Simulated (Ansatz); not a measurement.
## HfO2 under strain

Method: Ansatz 0.2.0, DFT r2SCAN, scalar-relativistic, plane waves, PAW. Settings: 500 eV cutoff, 6×6×6 k-mesh, Gaussian smearing of 0.02 eV, no spin polarisation.

The relaxed crystal:

```
Hf O
1.0
     3.57682    0.00000    0.00000
     0.00000    3.57682    0.00000
     0.00000    0.00000    5.20267
Hf O
2 4
Direct
  0.50000 0.50000 0.50000
  0.00000 0.00000 0.00000
  0.00000 0.50000 0.69616
  0.50000 0.00000 0.80384
  0.50000 0.00000 0.30384
  0.00000 0.50000 0.19616
```

Deformation: shear that moves c along a by the strain times its height over the a-b plane, the cell held and the atoms relaxed, all within the symmetry that the strain leaves. Energies are extrapolated to zero smearing. Stress is positive in compression, on the Cartesian axes of the cell above. Gaps are generalised Kohn–Sham gaps over the whole zone.

Spin-orbit coupling is left out, which matters for the bands and energies of heavy elements.

Strains computed: +1.5, +3.0, +4.5, +6.0, +9.0 %.

(1) At which strain does the energy stand 0.5 meV/atom over the relaxed crystal with σxx = 0.61, σyy = 0.04, σzz = 0.37, σyz = 0.00, σxz = -0.51, σxy = 0.00 GPa?

Answers

(1) +3.0 %. The gap there is 5.29 eV against 5.26 unstrained.

This form isn't the usual stable structure of the compound.